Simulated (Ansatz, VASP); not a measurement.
**One calculation of Os, two programs**

INCAR

```
SYSTEM = Os
PREC     = Accurate       ! precision mode
ENCUT    = 520            ! plane-wave cutoff, eV
EDIFF    = 1E-7           ! SCF threshold, eV
ISMEAR   = -1             ! smearing method
SIGMA    = 0.05           ! smearing width, eV
LREAL    = .False.        ! projectors in reciprocal space
LASPH    = .True.         ! aspherical terms in the spheres
NELM     = 60             ! most SCF steps
ALGO     = Normal         ! electronic algorithm
ISIF     = 2              ! what is computed and relaxed
LWAVE    = .False.        ! write WAVECAR
LCHARG   = .True.         ! write CHGCAR
GGA      = PE             ! functional
LELF     = .True.         ! ELF
LVHAR    = .True.       
NBANDS   = 10             ! bands
```

KPOINTS

```
Automatic mesh
0
Gamma
  14 14 14
  0 0 0
```

POSCAR

```
Os
1.0
    0.0000000000      1.9319459154      1.9319459154
    1.9319459154      0.0000000000      1.9319459154
    1.9319459154      1.9319459154      0.0000000000
Os
1
Direct
    0.0000000000      0.0000000000      0.0000000000
```

Input for Ansatz:

```yaml
crystal:
  lattice:
    - [0.0, 1.9319459154, 1.9319459154]
    - [1.9319459154, 0.0, 1.9319459154]
    - [1.9319459154, 1.9319459154, 0.0]
  atoms:
    - { symbol: Os, position: [0.0, 0.0, 0.0] }
kpoints:
  mp_grid: { grid: [14, 14, 14] }
scf:
  occupations: { method: fermi_dirac, width: 0.05 }
hamiltonian:
  xc: pbe
  pseudopotentials: { kind: all_electron, lapw: { basis_error: 0.0005 } }
output:
  forces: true
  stress: true
  eigenvalues: true
```

Change from the starting cell: volume scaled by 0.98.

Alike in both runs: task single point; functional PBE; k mesh 14 × 14 × 14; occupations fermi-dirac, width 0.05 eV; no spin polarisation.

|  | VASP | Ansatz |
| --- | --- | --- |
| version | VASP 6.6.1 | Ansatz 0.2.0 |
| potentials or method | VASP PAW PBE potentials, release 64 (Os) | all-electron LAPW, scalar-relativistic |
| plane-wave cutoff (eV) | 520 | see its input |

Ansatz gave:

* pressure (GPa): -2.1

What did VASP give for the same quantities?

Pressure (GPa): -2.3.

Ansatz ran all-electron here, so the differences hold the error of VASP's frozen core and of both bases.

The runs have no spin-orbit coupling, so splittings on Os are missing.
